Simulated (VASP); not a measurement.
Write the native input for VASP 6.6.1 that does the following.

```yaml
Task: relaxation of cell and atoms
Functional: PBE
Dispersion: D3(BJ)
Potentials_or_basis: VASP PAW PBE potentials, release 64 (Mg, O)
Cutoff: 600 eV
k_mesh: 12 × 12 × 12
Occupations: gaussian, width 0.03 eV
Spin: no spin polarisation
Further_INCAR_settings: ALGO = Normal; EDIFF = 1e-07; IBRION = 2; EDIFFG = -0.005; NSW = 90; ISIF = 3
```

The structure of MgO lies in POSCAR:

```
MgO                                     
1.0
   -0.0000000000      2.0995643091      2.0995643091
    2.0995643091      0.0000000000      2.0995643091
    2.0995643091      2.0995643091     -0.0000000000
  Mg              O             
     1     1
Direct
     0.0000000000000000    0.0000000000000000    0.0000000000000000
     0.5000000000000000    0.5000000000000000    0.5000000000000000
```

These files were run (other wordings do the same):

INCAR

```
ALGO = Normal ; EDIFF = 1E-7
EDIFFG = -0.005 ; ENCUT = 600
GGA = PE ; IBRION = 2
ISIF = 3 ; ISMEAR = 0
IVDW = 12 ; LASPH = True
LCHARG = False ; LREAL = False
LWAVE = False ; NELM = 80
NSW = 90 ; PREC = Accurate
SIGMA = 0.03
```

KPOINTS

```
k-points
0
Gamma
  12 12 12
```

Potentials or basis: VASP PAW PBE potentials, release 64 (Mg, O).

Launch:

```sh
$ cat potpaw_PBE.64/Mg/POTCAR potpaw_PBE.64/O/POTCAR > POTCAR
$ mpirun -np 1 vasp_std > vasp.out
```

It gave:

```yaml
Pressure_after_relaxing: 0.0 GPa
Band_gap_on_the_k_mesh: 4.82 eV, direct
Dispersion_energy_per_atom: -0.296 eV
```

Caveat: the relaxation stopped at its first step, so nothing moved.

Wall time 15 s on 1 thread of Intel(R) Xeon(R) Platinum 8375C CPU @ 2.90GHz (Ice Lake) (shared host), peak memory 0.15 GiB.
